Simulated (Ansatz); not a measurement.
SnO2: Sn-119 Mössbauer parameters

Cell: a computed structure from the Materials Project (it need not be an observed phase), atoms as given.

Space group I4/m (No. 87); a = 10.7466, c = 3.2325 Å.

```
site  Wyckoff  site symmetry       x       y       z
  Sn       8h            m..  0.1689  0.3511  0.0000
  O5       8h            m..  0.9570  0.6610  0.5000
  O9       8h            m..  0.7944  0.8451  0.0000
```

One atom of each set is listed; the run and its k-mesh use a cell of 12 atoms with edges of 7.77, 7.77, 7.77 Å.

All values are calculated (Ansatz; DFT, r2SCAN, plane waves and PAW, scalar-relativistic, 500 eV cutoff, Γ-centred 8×8×8 k-points, Fermi–Dirac smearing 0.02 eV), not measured.

Isomer shifts (against SnO₂) follow from the electron density at the nucleus, δ = α(ρ − ρ₀), with α = 0.093 mm s⁻¹ a₀³ and ρ₀ = 183072.84 a₀⁻³ from a line fitted to 8 measured compounds at this level of theory (rms miss 0.14 mm/s). ΔE_Q = ½eQV_zz(1 + η²/3)^½ with Q = -0.132 b for the 23.9 keV state.

Question: What would the Sn-119 spectrum's parameters be?

Answer: 

```json
{"site": "Sn", "atoms": "4", "first shell": "6 O at 2.06–2.14 Å", "ρ − ρ₀ (a₀⁻³)": "2.0", "δ (mm/s)": "0.19", "ΔE_Q (mm/s)": "-0.61", "η": "0.41"}
```

The shift of Sn is typical of Sn(IV) in an ionic setting.

At this cell the r2SCAN pressure is -6 GPa, so with r2SCAN the cell would shrink if it were relaxed. The entry's cell may itself be off. The largest force is 0.8 eV/Å, so the atoms aren't at the calculated equilibrium and relaxing them would move these values. Without spin–orbit coupling (the program notes it for Sn) the gradients are little affected as a rule: paired runs on crystals with a gap mostly move them by under 2 % at such atoms. With these PAW files V_zz is typically within 2 to 3 % of all-electron values, but misses above 10 % occur on Sn.
